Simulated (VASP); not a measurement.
A run of VASP 6.6.1:

File INCAR:

```
ALGO     = All            # electronic algorithm
EDIFF    = 1E-6           # SCF threshold, eV
ENCUT    = 520            # plane-wave cutoff, eV
GGA      = PE             # functional
ISIF     = 2              # what is computed and relaxed
ISMEAR   = -1             # smearing method
ISPIN    = 2              # spin polarisation
LASPH    = True           # aspherical terms in the spheres
LCHARG   = False          # write CHGCAR
LDAU     = True           # DFT+U
LDAUJ    = 0 0          
LDAUL    = 3 -1           # shell
LDAUPRINT= 1            
LDAUTYPE = 2            
LDAUU    = 6 0            # U, eV
LMAXMIX  = 6              # l up to which the mixer works
LORBIT   = 11             # projections on sites
LREAL    = False          # projectors in reciprocal space
LWAVE    = False          # write WAVECAR
MAGMOM   = 7 -7 0 0       # initial moments
NBANDS   = 35             # bands
NELM     = 300            # most SCF steps
PREC     = Accurate       # precision mode
SIGMA    = 0.05           # smearing width, eV
```

KPOINTS

```
k-points
0
Gamma
  8 8 6
```

The input POSCAR:

```
GdN
1.0
    2.4750000000     -2.4750000000      0.0000000000
    2.4750000000      2.4750000000      0.0000000000
    0.0000000000      0.0000000000      4.9500000000
Gd N
2 2
Direct
    0.0000000000      0.0000000000      0.0000000000
    0.5000000000      0.5000000000      0.5000000000
    0.5000000000      0.5000000000      0.0000000000
    0.0000000000      0.0000000000      0.5000000000
```

Potentials or basis: VASP PAW PBE potentials, release 64 (Gd, N).

Run with:

```sh
$ cat potpaw_PBE.64/Gd/POTCAR potpaw_PBE.64/N/POTCAR > POTCAR
$ mpirun -np 1 vasp_std > vasp.out
```

Hardware: 1 thread of Intel(R) Xeon(R) Platinum 8488C (Sapphire Rapids), with other jobs on the host.

**Question.** How long does it take, and how much memory?

**Answer.** Wall time 16 min on 1 thread of Intel(R) Xeon(R) Platinum 8488C (Sapphire Rapids) (shared host), peak memory 0.57 GiB. Counts: scf iterations 79, k points 60.
